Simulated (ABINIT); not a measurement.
The system is NaI.

```
CELL_PARAMETERS angstrom
0.00000 3.23640 3.23640
3.23640 0.00000 3.23640
3.23640 3.23640 0.00000
ATOMIC_POSITIONS crystal
I 0.50000 0.50000 0.50000
Na 0.00000 0.00000 0.00000
```

Base run:

| Property | Result |
| --- | --- |
| Program | ABINIT 10.8.3 (patched build) |
| Functional | PBEsol |
| Potentials or basis | PseudoDojo NC SR PBEsol v0.4.1 standard |
| Cutoff | 1197 eV |
| k mesh | 7 × 7 × 7 |
| Occupations | fermi-dirac, width 0.05 eV |
| Spin | no spin polarisation |

Its results: band gap on the k mesh 3.51 eV, direct.

Q: The run is repeated on the same cell with these changes: functional from PBEsol to r2SCAN; potentials or basis from PseudoDojo NC SR PBEsol v0.4.1 standard to Ansatz PAW PBE default generated set, frozen core; cutoff from 1197 eV to 490 eV; valence electrons from 16 to 26. What comes out?

A: Band gap on the k mesh 4.43 eV, direct.

Caveats: spin-orbit coupling is left out, which moves the levels of the heavy elements.

Not every run made on this cell is shown here.
